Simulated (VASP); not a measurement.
# Si (P6_3/mmc) in VASP: further runs

One crystal, Si, is run at these levels: PBE; tasks: single point.

Everything below comes from runs of VASP 6.6.1. Logs are shortened: lines on timing, memory, paths and dates and some standing lists are left out, and cuts for length are marked.

### 1 The structure

The structure is hexagonal, space group P6_3/mmc (No. 194). The conventional cell has a = 3.831 Å, b = 3.831 Å, c = 6.333 Å, α = 90.00°, β = 90.00°, γ = 120.00°. Si (site symmetry 3m) is surrounded by 4 Si at 2.35 to 2.37 Å.

This isn't the form of Si at room conditions, which is diamond.

### 2 Single point, PBE

Input file INCAR:

```
PREC = Accurate
ENCUT = 460
EDIFF = 1E-5
ISMEAR = 0
SIGMA = 0.05
LREAL = F
LASPH = T
NELM = 100
ALGO = Normal
ISIF = 2
LWAVE = F
LCHARG = F
GGA = PE
NBANDS = 16
ADDGRID = F
```

Input file KPOINTS:

```
Automatic mesh
0
Gamma
  4 4 2
```

Input file POSCAR:

```
Si
1.0
    3.8313174605      0.0000000000      0.0000000000
   -1.9156587303      3.3180182508      0.0000000000
    0.0000000000      0.0000000000      6.3326220002
Si
4
Direct
    0.6655130000      0.3227030000      0.9380340000
    0.3547120000      0.6831860000      0.4293900000
    0.6599490000      0.3251260000      0.5656880000
    0.3139780000      0.6447660000      0.0617650000
```

Potentials or basis: VASP PAW PBE potentials, release 64 (Si).

The run is started by

```sh
cat potpaw_PBE.64/Si/POTCAR > POTCAR
mpirun -np 1 vasp_std > vasp.out
```

OUTCAR:

```text
PREC = Accurate
   ENCUT = 460
   EDIFF = 1E-5
   ISMEAR = 0
   LREAL = F
   LASPH = T
   NELM = 100
   ISIF = 2
   GGA = PE

 Found     20 irreducible k-points:

 Following reciprocal coordinates:
            Coordinates               Weight
  0.000000  0.000000  0.000000      1.000000
  0.250000  0.000000  0.000000      2.000000
  0.000000  0.250000  0.000000      2.000000
 -0.250000  0.250000  0.000000      2.000000
  0.500000  0.000000  0.000000      1.000000
  0.000000  0.500000  0.000000      1.000000
   k-points           NKPTS =     20   k-points in BZ     NKDIM =     20   number of bands    NBANDS=     16
   number of dos      NEDOS =    301   number of ions     NIONS =      4
   total plane-waves  NPLWV =  37632
   dimension x,y,z NGX =    28 NGY =   28 NGZ =   48
   dimension x,y,z NGXF=    56 NGYF=   56 NGZF=   96
   ions per type =               4
   NGX,Y,Z   is equivalent  to a cutoff of  12.15, 12.15, 12.60 a.u.
   NGXF,Y,Z  is equivalent  to a cutoff of  24.30, 24.30, 25.20 a.u.
 SYSTEM =  unknown system
   PREC   = accura    normal or accurate (medium, high low for compatibility)
   ISTART =      0    job   : 0-new  1-cont  2-samecut
   ICHARG =      2    charge: 1-file 2-atom 10-const
   ISPIN  =      1    spin polarized calculation?
   LNONCOLLINEAR =      F non collinear calculations
   LSORBIT =      F    spin-orbit coupling
   LASPH  =      T    aspherical Exc in radial PAW
   ENCUT  =  460.0 eV  33.81 Ry    5.81 a.u.   6.70  6.70 11.07*2*pi/ulx,y,z
   NELM   =    100;   NELMIN=  2; NELMDL= -5     # of ELM steps
   EDIFF  = 0.1E-04   stopping-criterion for ELM
   LREAL  =      F    real-space projection
   EDIFFG = 0.1E-03   stopping-criterion for IOM
   NSW    =      0    number of steps for IOM
   IBRION =     -1    ionic relax: 0-MD 1-quasi-New 2-CG
   NFREE  =      0    steps in history (QN), initial steepest desc. (CG)
   ISIF   =      2    stress and relaxation
   ISYM   =      2    0-nonsym 1-usesym 2-fastsym
   POTIM  = 0.5000    time-step for ionic-motion
   TEBEG  =    0.0;   TEEND  =   0.0 temperature during run
   PSTRESS=    0.0 pullay stress
   NELECT =      16.0000    total number of electrons
   NUPDOWN=      -1.0000    fix difference up-down
   EMIN   =  10.00;   EMAX   =-10.00  energy-range for DOS
   EFERMI =   0.00;   METHOD = LEGACY
   ISMEAR =     0;   SIGMA  =   0.05  broadening in eV -4-tet -1-fermi 0-gaus
   EFERMI_NEDOS =   21; number of points for ismear=-14 and -15
   IALGO  =     38    algorithm
   IMIX   =      4    mixing-type and parameters
     AMIX     =   0.40;   BMIX     =  1.00
     AMIX_MAG =   1.60;   BMIX_MAG =  1.00
  volume/ion in A,a.u.               =      20.13       135.81
  Fermi-wavevector in a.u.,A,eV,Ry     =   0.955384  1.805414 12.418837  0.912759
  Thomas-Fermi vector in A             =   2.084217
   LORBIT       =      0    0 simple, 1 ext, 2 COOP (PROOUT), +10 PAW based schemes
   GGA     = PE    functional components
   LHFCALC =     F    Hartree Fock is set to
   AEXX    =    0.0000 exact exchange contribution
   IVDW    =     0    specifies the selected vdW correction
   LEPSILON=     F    determine dielectric tensor
   LRPA    =     F    only Hartree local field effects (RPA)
 non-spin polarized calculation
 Gauss-broadening in eV      SIGMA  =   0.05
  energy-cutoff  :      460.00
  volume of cell :       80.50
 maximum number of plane-waves:      1834
 NGX is ok and might be reduce to    28
   NGX = 13   NGY = 13   NGZ = 23

 number of electron      16.0000000 magnetization

 Free energy of the ion-electron system (eV)
  ---------------------------------------------------
  ext. energy  EPLUGINS =         0.00000000
  ---------------------------------------------------
  free energy    TOTEN  =       -21.35361596 eV

  energy without entropy =      -21.35273464  energy(sigma->0) =      -21.35317530

 E-fermi :   6.3985     XC(G=0):  -9.3750

 val. band max:        6.3542295020   @ k =   0.0000   0.0000   0.0000
 cond. band min:       6.4513440207   @ k =   0.5000   0.5000   0.0000
 fundamental gap:      0.0971145187
 Fermi energy:         6.3985465271

 k-point     1 :       0.0000    0.0000    0.0000
  band No.  band energies     occupation
      1      -6.1574      2.00000
      2      -3.8162      2.00000
      3      -1.2738      2.00000
      4       4.4807      2.00000
      5       4.5396      2.00000
      6       5.4998      2.00000
[... 8 lines left out ...]
     15      10.3703      0.00000
     16      11.9112      0.00000

 k-point     2 :       0.2500    0.0000    0.0000
  band No.  band energies     occupation
      1      -5.4482      2.00000
      2      -3.0958      2.00000
      3      -1.0794      2.00000
      4       1.6154      2.00000
      5       3.0246      2.00000
      6       3.5960      2.00000
[... 8 lines left out ...]
     15      11.9999      0.00000
     16      12.6933      0.00000

 k-point     3 :       0.0000    0.2500    0.0000
  band No.  band energies     occupation
      1      -5.4430      2.00000
      2      -3.0829      2.00000
      3      -1.0944      2.00000
      4       1.6209      2.00000
      5       2.8604      2.00000
      6       3.6421      2.00000
[... 8 lines left out ...]
     15      12.0888      0.00000
     16      12.4996      0.00000

 k-point     4 :      -0.2500    0.2500    0.0000
  band No.  band energies     occupation
      1      -5.4483      2.00000
      2      -3.0883      2.00000
      3      -1.0865      2.00000
      4       1.6453      2.00000
      5       2.9002      2.00000
      6       3.6613      2.00000
[... 8 lines left out ...]
     15      12.0652      0.00000
     16      12.5761      0.00000

 k-point     5 :       0.5000    0.0000    0.0000
  band No.  band energies     occupation
      1      -4.0052      2.00000
      2      -2.4218      2.00000
      3      -1.5641      2.00000
      4       0.2053      2.00000
      5       1.3348      2.00000
      6       2.9891      2.00000
[... 8 lines left out ...]
     15      12.4869      0.00000
     16      14.2400      0.00000

 k-point     6 :       0.0000    0.5000    0.0000
  band No.  band energies     occupation
      1      -3.9538      2.00000
      2      -2.4976      2.00000
      3      -1.4581      2.00000
      4       0.0293      2.00000
      5       1.3535      2.00000
      6       2.9234      2.00000
[... 8 lines left out ...]
     15      12.3608      0.00000
     16      14.2060      0.00000

 [... further k-points ...]

------------------------ aborting loop because EDIFF is reached ----------------------------------------

  FORCE on cell =-STRESS in cart. coord.  units (eV):
  Direction    XX          YY          ZZ          XY          YZ          ZX
  --------------------------------------------------------------------------------------
  -------------------------------------------------------------------------------------
  Total        0.7223116      1.2865607      0.9492149      0.0569058      0.8974281      0.7268700
  in kB       14.3755575     25.6053315     18.8914218      1.1325486     17.8607531     14.4662790
  external PRESSURE =      19.6241036 kB  Pullay stress =       0.0000000 kB

 VOLUME and BASIS-vectors are now :
 -----------------------------------------------------------------------------
  energy-cutoff  :      460.00
  volume of cell :       80.50
      direct lattice vectors                 reciprocal lattice vectors
     3.831317461  0.000000000  0.000000000     0.261006823  0.150692360  0.000000000
    -1.915658730  3.318018251  0.000000000     0.000000000  0.301384720  0.000000000
     0.000000000  0.000000000  6.332622000     0.000000000  0.000000000  0.157912473

 POSITION                                       TOTAL-FORCE (eV/Angst)
 -----------------------------------------------------------------------------------
      1.93160      1.07073      5.94021        -0.709140     -0.530153     -0.042941
      0.05026      2.26682      2.71916        -0.601440     -1.028644      0.733769
      1.90564      1.07877      3.58229         0.591720      0.994038     -0.481522
     -0.03220      2.13935      0.39113         0.718859      0.564759     -0.209305
 -----------------------------------------------------------------------------------
    total drift:                                0.000010     -0.000084      0.000014

  FREE ENERGIE OF THE ION-ELECTRON SYSTEM (eV)
  ---------------------------------------------------
  free  energy   TOTEN  =       -21.3536159649 eV

  energy  without entropy=      -21.3527346362  energy(sigma->0) =      -21.35317530
```

It took 14 s on 1 thread of AMD EPYC 7R13 (Zen 3), shared host; peak memory 0.14 GiB.

The run converged, but some of its settings lie outside the range that counts as converged, so its numbers aren't taken as properties of the crystal.

What came out:

```yaml
Free_energy: -21.3536 eV
Pressure: 2.0 GPa
Largest_force: 1.399 eV/Å
Band_gap_on_the_k_mesh: 0.10 eV, indirect (least direct gap 0.75 eV)
```

Caveat: the k mesh is coarse (spacing up to 0.50 Å⁻¹), so the values aren't converged.

### 3 Single point, PBE

INCAR, as its differences from that of step 2:

```diff
@@ -2,3 +2,3 @@
 ENCUT = 460
-EDIFF = 1E-5
+EDIFF = 1E-6
 ISMEAR = 0
@@ -14,2 +14,2 @@
 NBANDS = 16
-ADDGRID = F
+ADDGRID = T
```

KPOINTS is that of step 2.

Input file POSCAR:

```
Si
1.0
    3.8313174605      0.0000000000      0.0000000000
   -1.9156587303      3.3180182508      0.0000000000
    0.0000000000      0.0000000000      6.3326220002
Si
4
Direct
    0.6666666667      0.3333333333      0.9369905000
    0.3333333333      0.6666666667      0.4369905000
    0.6666666667      0.3333333333      0.5630095000
    0.3333333333      0.6666666667      0.0630095000
```

Potentials or basis: VASP PAW PBE potentials, release 64 (Si).

The run is started by

```sh
cat potpaw_PBE.64/Si/POTCAR > POTCAR
mpirun -np 1 vasp_std > vasp.out
```

It took 11 s on 1 thread of AMD EPYC 7R13 (Zen 3), shared host; peak memory 0.2 GiB.

The run converged, but some of its settings lie outside the range that counts as converged, so its numbers aren't taken as properties of the crystal.

Results:

| Property | Result |
| --- | --- |
| Free energy | -21.4693 eV |
| Pressure | 1.8 GPa |
| Largest force | 0.076 eV/Å |
| Band gap on the k mesh | 0.41 eV, indirect (least direct gap 1.02 eV) |

Caveat: the k mesh is coarse (spacing up to 0.50 Å⁻¹), so the values aren't converged.
